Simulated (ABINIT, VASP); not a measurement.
This is a calculation of SnO for ABINIT 10.8.3 (patched build). Atoms were shifted at random by some hundredths of an Å from the given cell, which wasn't relaxed again for these runs. The cell comes from a database or a generator and needn't be the stable form of this composition.

run.abi

```
pp_dirpath "./"
pseudos "Sn.GGA_PBE-JTH.xml, O.GGA_PBE-JTH.xml"

acell 3*1.0
rprim
     5.9184899415     0.0000000000     0.0000000000
     0.0000000000     5.9184899415     0.0000000000
     0.0000000000     0.0000000000     5.9184899415
ntypat 2
znucl 50 8
natom 2
typat 1 2
xcart
     0.0608243211    -0.0481469157    -0.0247096955
     2.9328958535     3.0399672551     2.9764322655
chkprim 0
chksymtnons 0
tolsym 1.0e-6

ecut 23.0
pawecutdg 45.0
pawxcdev 0

kptopt 1
ngkpt 9 9 9
nshiftk 1
shiftk 0.0 0.0 0.0

ixc 11

nband 14
occopt 3
tsmear 0.00183747

nstep 100
tolvrs 1.0e-9

iomode 3
prtwf 0
prteig 0
prtebands 0
enunit 2
prtden 1
prtvha 1
prtvclmb 1
prtpot 1
```

Potentials or basis: JTH PAW PBE v2.0.

Command:

```bash
$ abinit run.abi > log 2>&1
```

**Question.** What does the same run look like in VASP 6.6.1? Potentials or basis there: PBE PAW files O, Sn_d, 520 eV.

**Answer.** As run (cutoffs and basis follow the program's own potentials, and thresholds, step limits or extra output files can differ):

Contents of INCAR:

```
PREC     = Accurate       # precision mode
ENCUT    = 520            # plane-wave cutoff, eV
EDIFF    = 1E-7           # SCF threshold, eV
ISMEAR   = -1             # smearing method
SIGMA    = 0.05           # smearing width, eV
LREAL    = F              # projectors in reciprocal space
LASPH    = T              # aspherical terms in the spheres
NELM     = 60             # most SCF steps
ALGO     = Normal         # electronic algorithm
ISIF     = 2              # what is computed and relaxed
LWAVE    = F              # write WAVECAR
LCHARG   = F              # write CHGCAR
GGA      = PE             # functional
NBANDS   = 17             # bands
```

Contents of KPOINTS:

```
Automatic mesh
0
Gamma
  9 9 9
```

File POSCAR:

```
SnO
1.0
    3.1319300000      0.0000000000      0.0000000000
    0.0000000000      3.1319300000      0.0000000000
    0.0000000000      0.0000000000      3.1319300000
Sn O
1 1
Direct
    0.0102770000     -0.0081350000     -0.0041750000
    0.4955480000      0.5136390000      0.5029040000
```

Potentials or basis: VASP PAW PBE potentials, release 64 (Sn_d, O).

Command:

```console
$ cat potpaw_PBE.64/Sn_d/POTCAR potpaw_PBE.64/O/POTCAR > POTCAR
$ mpirun -np 1 vasp_std > vasp.out
```

Both were run:

|  | ABINIT | VASP |
| --- | --- | --- |
| Pressure | -0.2 GPa | 0.0 GPa |
| Largest force | 0.312 eV/Å | 0.305 eV/Å |

The undisturbed cell isn't at this level's minimum, so the move can lower the energy.

Pressure is positive in compression.
